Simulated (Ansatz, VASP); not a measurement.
## One calculation of KBr, two programs

```
K Br
1.0
     2.88609    2.88609    0.00000
    -2.88609    2.88609    0.00000
     0.00000    2.88609    2.88609
K Br
1 1
Direct
  0.00000 0.00000 0.00000
  0.50000 0.50000 0.00000
```

Alike in both runs: functional PBEsol; k mesh 6 × 6 × 6; no spin polarisation.

Ansatz relaxed the structure, and its values are those at the end. VASP's run is a single point on that final structure, the one shown.

```csv
,VASP,Ansatz
version,VASP 6.6.1,Ansatz 0.2.0
potentials or method,"VASP PAW PBE potentials, release 64 (K_sv, Br)","PAW with Ansatz's default frozen-core files, scalar-relativistic"
plane-wave cutoff (eV),520,420
occupations,"gaussian, width 0.01 eV",fixed
valence electrons in the cell,16,16
```

|  | VASP | Ansatz | Ansatz less VASP |
| --- | --- | --- | --- |
| pressure (GPa) | 15.3 | 15.0 | -0.33 |

Caveats: so large a pressure means that the cell lies far from this level's equilibrium, or that cutoff or potentials fall short (VASP); the potentials were made for another functional, which shifts forces and pressure (VASP). A k mesh can miss the band edges.
